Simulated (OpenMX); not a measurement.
# ZnS (Wurtzite-2H) under changes of volume

One of the cells (19.603 Å³/atom); the others are scaled copies at fixed shape and fractional positions:

```xyz
4
Lattice="3.8110 0.0000 0.0000 -1.9055 3.3004 0.0000 0.0000 0.0000 6.2340" Properties=species:S:1:pos:R:3 pbc="T T T"
Zn    1.9055    1.1001    3.1170
Zn    0.0000    2.2003    0.0000
S     1.9055    1.1001    5.5171
S     0.0000    2.2003    2.4001
```

- Program: OpenMX 3.8.5
- Functional: LDA
- Potentials or basis: OpenMX 2013 LDA set, Zn6.0H-s3p2d2, S7.0-s2p2d1f1, fixed grid of 45 × 45 × 84 points
- k mesh: 9 × 9 × 5
- Occupations: fermi-dirac, width 0.05 eV
- Spin: no spin polarisation

| volume (Å³/atom) | energy over the lowest point (meV/atom) | gap on the mesh (eV) | largest force (eV/Å) |
| --- | --- | --- | --- |
| 18.427 | 7.80 | 2.57 | 0.408 |
| 18.819 | ? | ? | ? |
| 19.211 | 0.00 | 2.33 | 0.354 |
| 19.603 | 2.40 | 2.21 | 0.328 |
| 19.995 | 8.25 | 2.10 | 0.306 |
| 20.387 | 17.30 | 1.99 | 0.286 |
| 20.779 | 29.29 | 1.89 | 0.265 |

Problem. What does the run at 18.819 Å³/atom give?

Solution. Energy over the lowest point 1.65 meV/atom; gap on the mesh 2.45 eV; largest force 0.381 eV/Å.

Worked out: A Birch-Murnaghan fit of order 3 (a polynomial in V^(-2/3)) to the other rows has its minimum at 19.17 Å³/atom with B0 = V·E''(V) = 80 GPa and B' = 4.4 at fixed shape and positions, which overstates the stiffness. It gives 1.69 meV/atom at 18.819 Å³/atom, against the run's 1.65. A straight line through the other rows of the gap, of slope -5.68 eV per unit of ln V (its deformation potential), gives 2.45 eV, against the run's 2.45.

Energies are extrapolated to zero smearing.

Caveats: the basis of atomic orbitals isn't converged, which shifts pressures, moduli and gaps.
